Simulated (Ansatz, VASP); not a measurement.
## Co in VASP and in Ansatz

INCAR

```
ALGO = Normal ; EDIFF = 1E-6
EDIFFG = -0.01 ; ENCUT = 600
GGA = PE ; IBRION = 2
ISIF = 3 ; ISMEAR = -1
LASPH = True ; LCHARG = False
LREAL = False ; LWAVE = False
NELM = 100 ; NSW = 60
PREC = Accurate ; SIGMA = 0.1
```

File KPOINTS:

```
k-points
0
Gamma
  8 8 5
```

File POSCAR:

```
Co
1.0
    2.5070040000      0.0000000000      0.0000000000
   -1.2534970000      2.1711310000      0.0000000000
    0.0000000000      0.0000000000      3.9699060000
Co
2
Direct
    0.3333300000      0.6666700000      0.2500000000
    0.6666600000      0.3333300000      0.7500000000
```

Input for Ansatz:

```yaml
crystal:
  lattice:
    - [2.507004, 0.0, 0.0]
    - [-1.253497, 2.171131, 0.0]
    - [0.0, 0.0, 3.969906]
  atoms:
    - { symbol: Co, position: [0.33333, 0.66667, 0.25] }
    - { symbol: Co, position: [0.66666, 0.33333, 0.75] }
  symmetry: { tolerance: 0.0003 }
kpoints:
  mp_grid: { grid: [8, 8, 5], shift: [0, 0, 0] }
magnetization:
  spin_polarized: false
scf:
  occupations: { method: fermi_dirac }
hamiltonian:
  pseudopotentials: { kind: paw }
  xc: pbe
basis:
  ecutwfc: 420
output:
  forces: true
  stress: true
  eigenvalues: true
relax:
  max_steps: 40
  cell: {}
```

The cell was built by a generator and needn't be a form met in nature.

Alike in both runs: task relaxation of cell and atoms; functional PBE; k mesh 8 × 8 × 5; no spin polarisation.

```csv
,VASP,Ansatz
version,VASP 6.6.1,Ansatz 0.2.0
potentials or method,"VASP PAW PBE potentials, release 64 (Co)",PAW plane waves
plane-wave cutoff (eV),600,420
occupations,"fermi-dirac, width 0.1 eV",fermi-dirac
valence electrons in the cell,18,34
```

|  | VASP | Ansatz | Ansatz less VASP |
| --- | --- | --- | --- |
| gap on the k mesh at the Fermi level, each at its own relaxed structure (eV) | none | none | - |
| relaxed volume (Å³/atom) | 10.34 | 10.38 | +0.037 |
| relaxed cell length with the largest relative difference (Å) | 3.956 | 3.962 | +0.0059 |
| energy change over the relaxation (meV/atom) | -16 | -14 | +1.8 |

A gap of «none» marks a metal or a gap that the smearing closes. The two sets of potentials don't hold the same shells in valence. Ansatz warned: «structure_snapped_to_symmetry».

Caveats: the k mesh is coarse (spacing up to 0.36 Å⁻¹), so the values aren't converged; the run has no spin polarisation, though such a crystal can be magnetic. Spin polarisation is off, so any magnetic state and its effect on volume and gap are missing.
